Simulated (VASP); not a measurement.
Input of a VASP 6.6.1 run:

File INCAR:

```
PREC = Accurate ; ENCUT = 600
EDIFF = 1E-6 ; ISMEAR = 0
SIGMA = 0.02 ; LREAL = False
LASPH = True ; NELM = 100
ALGO = Normal ; ISIF = 3
LWAVE = False ; LCHARG = False
GGA = PS ; IBRION = 2
NSW = 100 ; EDIFFG = -0.005
```

KPOINTS

```
regular mesh
0
Gamma
  8 8 8
```

File POSCAR:

```
Na2S
1.0
    0.0000000000      3.2735000000      3.2735000000
    3.2735000000      0.0000000000      3.2735000000
    3.2735000000      3.2735000000      0.0000000000
Na S
2 1
Direct
    0.2500000000      0.2500000000      0.2500000000
    0.7500000000      0.7500000000      0.7500000000
    0.0000000000      0.0000000000      0.0000000000
```

Potentials or basis: VASP PAW PBE potentials, release 64 (Na_pv, S).

Launch:

```bash
$ cat potpaw_PBE.64/Na_pv/POTCAR potpaw_PBE.64/S/POTCAR > POTCAR
$ mpirun -np 1 vasp_std > vasp.out
```

(1) What does it give for the relaxed volume?

(2) Predict the band gap on the k mesh.

(3) What does it give for the relaxed cell?

Results:

(1) 22.96 Å³/atom.

(2) 2.41 eV, direct.

(3) a = 4.601 Å, b = 4.601 Å, c = 4.601 Å, α = 60.00°, β = 60.00°, γ = 60.00°.

Caveat: the PAW data sets were made with another functional, which shifts forces and pressure a little.
